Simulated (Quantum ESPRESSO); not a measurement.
MgS (Niningerite) under changes of volume

One of the cells (17.609 Å³/atom); the others are scaled copies at fixed shape and fractional positions:

```xyz
2
Lattice="0.0000 2.6016 2.6016 2.6016 0.0000 2.6016 2.6016 2.6016 0.0000" Properties=species:S:1:pos:R:3 pbc="T T T"
S     2.6016    2.6016    2.6016
Mg    0.0000    0.0000    0.0000
```

| Quantity | Value |
| --- | --- |
| Program | Quantum ESPRESSO 7.5 |
| Functional | PBE |
| Potentials or basis | SSSP 1.3 efficiency PBE |
| Cutoff | 748 eV |
| Density cutoff | 5987 eV |
| k mesh | 9 × 9 × 9 |
| Occupations | fermi-dirac, width 0.05 eV |
| Spin | no spin polarisation |

```tsv
volume (Å³/atom)	energy over the lowest point (meV/atom)	pressure (GPa)	gap on the mesh (eV)
16.553	22.86	6.3	3.03
16.905	11.21	4.3	2.99
17.257	3.78	2.5	2.94
17.609	0.17	0.8	2.90
17.962	0.00	-0.7	2.86
18.314	2.94	-2.0	2.81
18.666	?	?	?
```

**Question.** What does the run at 18.666 Å³/atom give?

**Answer.** Energy over the lowest point 8.70 meV/atom; pressure -3.2 GPa; gap on the mesh 2.77 eV.

Worked out: A Birch-Murnaghan fit of order 3 (a polynomial in V^(-2/3)) to the other rows has its minimum at 17.80 Å³/atom with B0 = V·E''(V) = 75 GPa and B' = 4.2. It gives 8.69 meV/atom at 18.666 Å³/atom, against the run's 8.70, and -dE/dV = -3.2 GPa, against -3.2. A straight line through the other rows of the gap, of slope -2.16 eV per unit of ln V, extrapolates to 2.77 eV, against the run's 2.77.

Energies are extrapolated to zero smearing.

Caveats: an odd mesh through Γ misses points on the zone boundary, where band edges often lie.
